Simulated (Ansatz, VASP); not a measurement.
## CdTe: VASP beside Ansatz

```
Te Cd
1.0
     0.00000    3.20500    3.20500
     3.20500    0.00000    3.20500
     3.20500    3.20500    0.00000
Te Cd
1 1
Direct
  0.75000 0.75000 0.75000
  0.00000 0.00000 0.00000
```

Alike in both runs: functional r2SCAN; k mesh 7 × 7 × 7; occupations fermi-dirac, width 0.05 eV; no spin polarisation.

|  | VASP | Ansatz |
| --- | --- | --- |
| version | VASP 6.6.1 | Ansatz 0.2.0 |
| potentials or method | VASP PAW PBE potentials, release 64 (Te, Cd) | Ansatz PAW |
| plane-wave cutoff (eV) | 520 | 500 |
| valence electrons in the cell | 18 | 36 |
| task | single point | band structure |

|  | VASP | Ansatz | Ansatz less VASP |
| --- | --- | --- | --- |
| gap on the k mesh at the Fermi level (eV) | 1.38 | 1.39 | +0.004 |
| least direct gap on the mesh (eV) | 1.38 | 1.39 | +0.004 |
| pressure (GPa) | 3.4 | 3.2 | -0.15 |

The two sets of potentials don't hold the same shells in valence.

Caveats: spin-orbit coupling is left out, which moves the levels of the heavy elements; the PAW data sets were made with another functional, which shifts forces and pressure a little (VASP); the PAW data sets come from PBE, with cores solved anew for the run's functional, which leaves a small shift of forces and pressure (Ansatz). r2SCAN opens gaps a little over a GGA but as a rule still falls short of measured ones.
